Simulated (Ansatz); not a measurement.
# Sn (simple cubic): energy against volume

Level of theory: DFT, revPBE, plane waves (420 eV) with PAW, scalar-relativistic (Ansatz 0.2.0). (PAW data from PBE, frozen cores regenerated.)

The cell is scaled uniformly from the relaxed one, with fractional coordinates and shape fixed. Energies are extrapolated to zero smearing, pressures are those at the given smearing. Magnetic state: spin not included.

A Birch-Murnaghan fit gives V₀ = 30.17 Å³/atom, B₀ = 43 GPa, B₀′ = 4.8.

(1) What are the energy above the minimum and the pressure at 27.560 Å³/atom?

(2) What are the energy above the minimum and the pressure at 28.759 Å³/atom?

(3) What are the energy above the minimum and the pressure at 33.552 Å³/atom?

Answers

(1) 35.8 meV/atom and 4.85 GPa as computed.

(2) 9.7 meV/atom and 2.34 GPa as computed.

(3) 40.9 meV/atom and -3.45 GPa as computed.
